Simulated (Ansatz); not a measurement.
Input of an Ansatz 0.2.0 run:

input.yaml

```yaml
crystal:
  lattice:
    - [0.0, 1.9465, 1.9465]
    - [1.9465, 0.0, 1.9465]
    - [1.9465, 1.9465, 0.0]
  atoms:
    - { symbol: Pd, position: [0.0, 0.0, 0.0] }
kpoints:
  mp_grid: { grid: [12, 12, 12] }
scf:
  occupations: { method: gaussian, width: 0.028 }
hamiltonian:
  xc: pbe
  pseudopotentials: { kind: all_electron, lapw: { basis_error: 0.001 } }
output:
  forces: true
  stress: true
  eigenvalues: true
```

Potentials or basis: all-electron LAPW, scalar-relativistic.

Command:

```sh
$ ansatz run input.yaml --threads 1 --pin off --max-ram 3072MiB --backend cpu --events-out ev --progress --plain --runs-dir out
```

(1) Estimate the pressure.

(2) What does it give for the band gap on the k mesh?

Answers

(1) 6.8 GPa.

(2) none (metal or under the smearing width).
